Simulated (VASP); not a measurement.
# HCl in VASP: a series of runs, part 2 of 2

VASP 6.6.1. Earlier steps stand in the parts before.

## 5. Single point, LDA

Contents of INCAR:

```
SYSTEM = HCl
ALGO = Fast
EDIFF = 1E-6
ENCUT = 520
GGA = CA
ISIF = 2
ISMEAR = -1
LASPH = .TRUE.
LCHARG = .FALSE.
LREAL = Auto
LWAVE = .FALSE.
NBANDS = 46
NELM = 100
PREC = Accurate
SIGMA = 0.02
```

Contents of KPOINTS:

```
k-points
0
G
  1 1 1
  0 0 0
```

Contents of POSCAR:

```
HCl
1.0
    7.6562770000      0.0000000000      0.0000000000
    0.0000000000      7.6562770000      0.0000000000
    0.0000000000      0.0000000000      7.6562770000
Cl H
8 8
Direct
    0.2383403840      0.5793024469      1.0266086245
    0.8426027428      0.5497972448      0.7252741770
    0.1369464558      0.4118450782      0.4385160046
    0.3825227327      0.2991009860      0.7420186077
    1.0013874890      0.1068012560      0.0249337896
    0.2210082002      0.7936494461      0.6239716771
    0.6300059415      0.6227308651      0.1059784018
    0.6197790388      0.8535349492      0.4564620637
    0.3016479158      0.4362433595      0.9162416668
    0.7723727864      0.6656629586      0.6169447631
    0.0063607939      0.4375886609      0.5399752386
    0.2697786405      0.3392118650      0.6228353546
    0.9067200677      0.0667426218      0.1468860126
    0.2827222683      0.7671613762      0.7875368146
    0.4881746050      0.6966440739      0.1437774521
    0.4833158466      0.7981424914      0.5511033626
```

Potentials or basis: VASP PAW LDA potentials, release 64 (Cl, H).

Started as:

```console
$ cat potpaw_LDA.64/Cl/POTCAR potpaw_LDA.64/H/POTCAR > POTCAR
$ mpirun -np 1 vasp_gam > vasp.out
```

OUTCAR:

```text
SYSTEM = HCl
   EDIFF = 1E-6
   ENCUT = 520
   GGA = CA
   ISIF = 2
   ISMEAR = -1
   LASPH = .TRUE.
   LREAL = Auto
   NELM = 100
   PREC = Accurate

 ion  position               nearest neighbor table
   1  0.238  0.579  0.027-   9 1.47
   2  0.843  0.550  0.725-  10 1.33
   3  0.137  0.412  0.439-  11 1.28
   4  0.383  0.299  0.742-  12 1.29
   5  0.001  0.107  0.025-  13 1.22
   6  0.221  0.794  0.624-  14 1.35
[... 8 lines left out ...]
  15  0.488  0.697  0.144-   7 1.26
  16  0.483  0.798  0.551-   8 1.34

  LATTYP: Found a simple cubic cell.
 ALAT       =     7.6562770000

  Lattice vectors:

 A1 = (   7.6562770000,   0.0000000000,   0.0000000000)
 A2 = (   0.0000000000,   7.6562770000,   0.0000000000)
 A3 = (   0.0000000000,   0.0000000000,   7.6562770000)

Analysis of symmetry for initial positions (statically):
=====================================================================
 Subroutine PRICEL returns:
 Original cell was already a primitive cell.
[... 180 lines left out ...]
 fundamental gap:      4.5924637361
 Fermi energy:        -2.8831596895

 k-point     1 :       0.0000    0.0000    0.0000
  band No.  band energies     occupation
      1     -18.6990      2.00000
      2     -18.0599      2.00000
      3     -17.9586      2.00000
      4     -17.8295      2.00000
      5     -17.6863      2.00000
      6     -17.4954      2.00000
[... 36 lines left out ...]
     43       4.4348      0.00000
     44       4.6073      0.00000
 [bands above 44 left out]

------------------------ aborting loop because EDIFF is reached ----------------------------------------

  FORCE on cell =-STRESS in cart. coord.  units (eV):
  Direction    XX          YY          ZZ          XY          YZ          ZX
  --------------------------------------------------------------------------------------
  -------------------------------------------------------------------------------------
  Total        5.8172167     -1.1867717      2.4542134     -0.3143512     -0.3835870     -0.9805620
  in kB       20.7669592     -4.2366720      8.7613290     -1.1222064     -1.3693722     -3.5005213
  external PRESSURE =       8.4305388 kB  Pullay stress =       0.0000000 kB

 VOLUME and BASIS-vectors are now :
 -----------------------------------------------------------------------------
  energy-cutoff  :      520.00
  volume of cell :      448.80
      direct lattice vectors                 reciprocal lattice vectors
     7.656277000  0.000000000  0.000000000     0.130611784  0.000000000  0.000000000
     0.000000000  7.656277000  0.000000000     0.000000000  0.130611784  0.000000000
     0.000000000  0.000000000  7.656277000     0.000000000  0.000000000  0.130611784

 POSITION                                       TOTAL-FORCE (eV/Angst)
 -----------------------------------------------------------------------------------
      1.82480      4.43530      0.20372        -0.151283     -0.945762     -1.000900
      6.45120      4.20940      5.55290        -0.098399      0.046543     -0.162828
      1.04850      3.15320      3.35740         0.616170     -0.338328     -1.402414
      2.92870      2.29000      5.68110         1.389930     -0.686157      1.506994
      0.01062      0.81770      0.19090         1.503011      0.629688     -1.909479
      1.69210      6.07640      4.77730         0.620683      0.031343      0.982870
[... 8 lines left out ...]
      3.73760      5.33370      1.10080        -0.942008      0.361651      0.257617
      3.70040      6.11080      4.21940        -0.002427      0.316674     -0.328061
 -----------------------------------------------------------------------------------
    total drift:                               -0.000279      0.000960      0.001409

  FREE ENERGIE OF THE ION-ELECTRON SYSTEM (eV)
  ---------------------------------------------------
  free  energy   TOTEN  =       -51.8505604557 eV

  energy  without entropy=      -51.8505604557  energy(sigma->0) =      -51.85056046
```

OSZICAR:

```text
N       E                     dE             d eps       ncg     rms          rms(c)
DAV:   1     0.591122186003E+03    0.59112E+03   -0.27621E+04    92   0.117E+03
DAV:   2     0.331815695120E+02   -0.55794E+03   -0.52045E+03   130   0.227E+02
DAV:   3    -0.511638459411E+02   -0.84345E+02   -0.83973E+02   112   0.101E+02
DAV:   4    -0.532529699915E+02   -0.20891E+01   -0.20819E+01   112   0.189E+01
DAV:   5    -0.533042937738E+02   -0.51324E-01   -0.51289E-01   112   0.313E+00    0.213E+01
RMM:   6    -0.521492176706E+02    0.11551E+01   -0.13792E+00   102   0.351E+00    0.126E+01
RMM:   7    -0.518846297509E+02    0.26459E+00   -0.20462E+00   115   0.422E+00    0.195E+00
RMM:   8    -0.518521345352E+02    0.32495E-01   -0.33275E-01   101   0.206E+00    0.504E-01
RMM:   9    -0.518482962741E+02    0.38383E-02   -0.18983E-02   118   0.621E-01    0.211E-01
RMM:  10    -0.518504924538E+02   -0.21962E-02   -0.12077E-02   116   0.368E-01    0.207E-01
RMM:  11    -0.518504000263E+02    0.92428E-04   -0.57630E-03   117   0.252E-01    0.101E-01
RMM:  12    -0.518505079794E+02   -0.10795E-03   -0.63349E-04   117   0.102E-01    0.152E-02
RMM:  13    -0.518505465864E+02   -0.38607E-04   -0.22048E-04   123   0.476E-02    0.163E-02
RMM:  14    -0.518505569972E+02   -0.10411E-04   -0.34157E-05   129   0.216E-02    0.782E-03
RMM:  15    -0.518505599098E+02   -0.29126E-05   -0.66200E-06   108   0.103E-02    0.275E-03
RMM:  16    -0.518505604557E+02   -0.54595E-06   -0.14972E-06    87   0.529E-03
   1 F= -.51850560E+02 E0= -.51850560E+02  d E =-.215813E-11
```

Wall time 32 s (1 thread of Intel Xeon Platinum 8259CL at 2.50GHz (Skylake/Cascade Lake), shared host); peak memory 0.32 GiB.

What came out:

```yaml
Free_energy: -51.8506 eV
Pressure: 0.8 GPa
Largest_force: 2.510 eV/Å
Band_gap_on_the_k_mesh: 4.59 eV, direct
```

Forces on the atoms (eV/Å):
```
Cl  -0.151 -0.946 -1.001
Cl  -0.098  0.047 -0.163
Cl   0.616 -0.338 -1.402
Cl   1.390 -0.686  1.507
Cl   1.503  0.630 -1.909
Cl   0.621  0.031  0.983
Cl   1.522 -0.475 -0.320
Cl  -0.012 -0.206  0.535
H   -0.402  1.205  0.645
H    0.012 -0.038  0.023
H   -1.047  0.415  0.895
H   -0.930  0.422 -0.997
H   -1.469 -0.619  1.860
H   -0.609 -0.120 -0.586
H   -0.942  0.362  0.258
H   -0.002  0.317 -0.328
```

Levels at points of the mesh, in eV from the valence-band top:
```tsv
k point	band 29	band 30	band 31	band 32	band 33	band 34	band 35	band 36
(0.00, 0.00, 0.00)	-0.96	-0.77	-0.52	0.00	4.59	5.83	6.11	6.37
```

## 6. Single point, LDA

Contents of INCAR:

```
PREC = Accurate
ENCUT = 520
EDIFF = 1E-6
ISMEAR = -1
SIGMA = 0.02
LREAL = Auto
LASPH = True
NELM = 80
ALGO = Normal
ISIF = 2
LWAVE = False
LCHARG = False
GGA = CA
NBANDS = 46
```

Contents of KPOINTS:

```
regular mesh
0
Gamma
  1 1 1
```

Contents of POSCAR:

```
HCl
1.0
    7.6562770000      0.0000000000      0.0000000000
    0.0000000000      7.6562770000      0.0000000000
    0.0000000000      0.0000000000      7.6562770000
Cl H
8 8
Direct
    0.2342652963      0.5795636704      1.0262037280
    0.8443137572      0.5462576654      0.7321574180
    0.1462460149      0.4165340413      0.4325339849
    0.3839464011      0.3038944385      0.7405165722
    1.0037515623      0.1002184221      0.0262660298
    0.2158490347      0.7919776152      0.6319128736
    0.6292614544      0.6322132807      0.1006102574
    0.6166835395      0.8555594318      0.4558351272
    0.2917475426      0.4523869761      0.9179265588
    0.7848723342      0.6690719262      0.6123864118
    0.0263182745      0.4651216250      0.5581041543
    0.2641884561      0.3472183674      0.6117072306
    0.9241828633      0.0737172911      0.1690247101
    0.2854651157      0.7762650176      0.7938323026
    0.4676032489      0.6688629474      0.1599210687
    0.4727624144      0.7997098329      0.5295393571
```

Potentials or basis: VASP PAW LDA potentials, release 64 (Cl, H).

Started as:

```console
$ cat potpaw_LDA.64/Cl/POTCAR potpaw_LDA.64/H/POTCAR > POTCAR
$ mpirun -np 1 vasp_gam > vasp.out
```

Wall time 56 s (1 thread of Intel Xeon Platinum 8259CL at 2.50GHz (Skylake/Cascade Lake), shared host); peak memory 0.35 GiB.

Results (log left out):

```yaml
Free_energy: -52.0382 eV
Pressure: -0.3 GPa
Largest_force: 1.473 eV/Å
Band_gap_on_the_k_mesh: 4.52 eV, direct
```

Forces on the atoms (eV/Å):
```
Cl  -0.708  0.154 -0.046
Cl  -0.202  0.827 -1.202
Cl  -0.948  0.171 -0.005
Cl   0.108 -0.185  0.298
Cl   0.404  0.120 -0.641
Cl   0.656  0.119  0.941
Cl  -0.553  0.270  0.341
Cl   0.526 -0.007  0.197
H    0.199 -0.006 -0.125
H    0.211 -0.807  0.865
H    0.126 -0.007 -0.344
H    0.446 -0.095  0.198
H   -0.370 -0.098  0.590
H   -0.609 -0.115 -0.734
H    1.133 -0.386 -0.512
H   -0.417  0.045  0.178
```

Stress tensor (GPa, compression positive):
```
 0.06  0.41  0.06
 0.41 -0.47  0.39
 0.06  0.39 -0.40
```

Levels at points of the mesh, in eV from the valence-band top:
```
           k point  band 30  band 31  band 32  band 33  band 34  band 35
(0.00, 0.00, 0.00)    -0.81    -0.54     0.00     4.52     5.81     5.84
```

Expect the measured gap to be larger: semilocal functionals such as LDA lack the derivative discontinuity.

## 7. Single point, LDA

Contents of INCAR:

```
SYSTEM = HCl
PREC = Accurate
ENCUT = 520
EDIFF = 1E-6
ISMEAR = -1
SIGMA = 0.02
LREAL = Auto
LASPH = .TRUE.
NELM = 60
ALGO = Fast
ISIF = 2
LWAVE = .FALSE.
LCHARG = .TRUE.
GGA = CA
LELF = .TRUE.
LVHAR = .TRUE.
NBANDS = 46
```

Contents of KPOINTS:

```
regular mesh
0
G
  1 1 1
  0 0 0
```

Contents of POSCAR:

```
HCl
1.0
    7.6562770000      0.0000000000      0.0000000000
    0.0000000000      7.6562770000      0.0000000000
    0.0000000000      0.0000000000      7.6562770000
Cl H
8 8
Direct
    0.2240383936      0.5834167181      1.0227555769
    0.8531953585      0.5451474653      0.7356969974
    0.1491455965      0.4203740277      0.4288637937
    0.3821308973      0.3051613728      0.7461851237
    1.0039082964      0.0948764001      0.0242284860
    0.2204988142      0.7953865828      0.6409381479
    0.6256696303      0.6265447292      0.0967049651
    0.6211374014      0.8567871826      0.4577159369
    0.2996103720      0.4621306152      0.9433044285
    0.7731303348      0.6664727517      0.6366018366
    0.0178154474      0.4587216476      0.5540943725
    0.2706798618      0.3215400906      0.6048239895
    0.9371917970      0.0855768411      0.1742753038
    0.2713590430      0.7747629821      0.8016820708
    0.4728407815      0.6793380125      0.1461415254
    0.4673812089      0.7748413491      0.5034692449
```

Potentials or basis: VASP PAW LDA potentials, release 64 (Cl, H).

Started as:

```console
$ cat potpaw_LDA.64/Cl/POTCAR potpaw_LDA.64/H/POTCAR > POTCAR
$ mpirun -np 1 vasp_gam > vasp.out
```

OUTCAR:

```text
SYSTEM = HCl
   PREC = Accurate
   ENCUT = 520
   EDIFF = 1E-6
   ISMEAR = -1
   LREAL = Auto
   LASPH = .TRUE.
   NELM = 60
   ISIF = 2
   GGA = CA

 ion  position               nearest neighbor table
   1  0.224  0.583  0.023-   9 1.25
   2  0.853  0.545  0.736-  10 1.35
   3  0.149  0.420  0.429-  11 1.42
   4  0.382  0.305  0.746-  12 1.38
   5  0.004  0.095  0.024-  13 1.26
   6  0.220  0.795  0.641-  14 1.30
[... 8 lines left out ...]
  15  0.473  0.679  0.146-   7 1.29
  16  0.467  0.775  0.503-   8 1.38

  LATTYP: Found a simple cubic cell.
 ALAT       =     7.6562770000

  Lattice vectors:

 A1 = (   7.6562770000,   0.0000000000,   0.0000000000)
 A2 = (   0.0000000000,   7.6562770000,   0.0000000000)
 A3 = (   0.0000000000,   0.0000000000,   7.6562770000)

Analysis of symmetry for initial positions (statically):
=====================================================================
 Subroutine PRICEL returns:
 Original cell was already a primitive cell.
[... 180 lines left out ...]
 fundamental gap:      4.7077878521
 Fermi energy:        -3.1161556909

 k-point     1 :       0.0000    0.0000    0.0000
  band No.  band energies     occupation
      1     -18.3677      2.00000
      2     -18.0552      2.00000
      3     -17.9105      2.00000
      4     -17.7950      2.00000
      5     -17.6785      2.00000
      6     -17.5058      2.00000
[... 36 lines left out ...]
     43       4.4278      0.00000
     44       4.5360      0.00000
 [bands above 44 left out]

------------------------ aborting loop because EDIFF is reached ----------------------------------------

  FORCE on cell =-STRESS in cart. coord.  units (eV):
  Direction    XX          YY          ZZ          XY          YZ          ZX
  --------------------------------------------------------------------------------------
  -------------------------------------------------------------------------------------
  Total       -0.1222522      0.2151316      1.3822156     -1.1457907      1.6012114      0.2521546
  in kB       -0.4364299      0.7680011      4.9343900     -4.0903735      5.7161860      0.9001700
  external PRESSURE =       1.7553204 kB  Pullay stress =       0.0000000 kB

 VOLUME and BASIS-vectors are now :
 -----------------------------------------------------------------------------
  energy-cutoff  :      520.00
  volume of cell :      448.80
      direct lattice vectors                 reciprocal lattice vectors
     7.656277000  0.000000000  0.000000000     0.130611784  0.000000000  0.000000000
     0.000000000  7.656277000  0.000000000     0.000000000  0.130611784  0.000000000
     0.000000000  0.000000000  7.656277000     0.000000000  0.000000000  0.130611784

 POSITION                                       TOTAL-FORCE (eV/Angst)
 -----------------------------------------------------------------------------------
      1.71530      4.46680      0.17422        -1.542538      1.801391      1.256784
      6.53230      4.17380      5.63270        -0.152521      0.273369     -0.554137
      1.14190      3.21850      3.28350        -1.280001      0.088981      0.423429
      2.92570      2.33640      5.71300         0.125363     -0.420393     -0.131255
      0.02992      0.72640      0.18550         0.467520      0.054321     -0.938729
      1.68820      6.08970      4.90720         0.049616      0.237687     -0.411891
[... 8 lines left out ...]
      3.62020      5.20120      1.11890        -0.026795     -0.075387     -0.033782
      3.57840      5.93240      3.85470         0.930462      0.787187     -0.082167
 -----------------------------------------------------------------------------------
    total drift:                               -0.001248      0.000719      0.000955

  FREE ENERGIE OF THE ION-ELECTRON SYSTEM (eV)
  ---------------------------------------------------
  free  energy   TOTEN  =       -51.9462141197 eV

  energy  without entropy=      -51.9462141197  energy(sigma->0) =      -51.94621412
```

stdout:

```text
POSCAR found type information on POSCAR ClH
 POSCAR found :  2 types and      16 ions
 scaLAPACK will be used
 LDA part: xc-table for (Slater(with rela. corr.)+CA(PZ))
 , standard interpolation
 POSCAR, INCAR and KPOINTS ok, starting setup
 FFT: planning ... GRIDC
 FFT: planning ... GRID_SOFT
 FFT: planning ... GRID
 WAVECAR not read
 entering main loop
```

Run time: 42 s. Hardware: 1 thread of Intel Xeon Platinum 8259CL at 2.50GHz (Skylake/Cascade Lake), shared host; peak memory 0.33 GiB.

What came out:

```yaml
Free_energy: -51.9462 eV
Pressure: 0.2 GPa
Largest_force: 2.684 eV/Å
Band_gap_on_the_k_mesh: 4.71 eV, direct
```

Forces in eV/Å, atoms in the order of the input:
```
Cl  -1.543  1.801  1.257
Cl  -0.153  0.273 -0.554
Cl  -1.280  0.089  0.423
Cl   0.125 -0.420 -0.131
Cl   0.468  0.054 -0.939
Cl   0.050  0.238 -0.412
Cl   0.446 -0.025 -0.076
Cl  -0.872 -0.755  0.578
H    1.004 -1.581 -1.276
H    0.191 -0.329  0.192
H    0.699  0.001 -0.647
H    0.385  0.199  0.483
H   -0.426 -0.034  0.896
H    0.003 -0.223  0.322
H   -0.027 -0.075 -0.034
H    0.930  0.787 -0.082
```

Stress tensor (GPa, compression positive):
```
-0.04 -0.41  0.09
-0.41  0.08  0.57
 0.09  0.57  0.49
```

Levels at points of the mesh, in eV from the valence-band top:
```tsv
k point	band 28	band 29	band 30	band 31	band 32	band 33	band 34	band 35	band 36	band 37
(0.00, 0.00, 0.00)	-0.73	-0.64	-0.53	-0.51	0.00	4.71	6.03	6.13	6.35	6.62
```
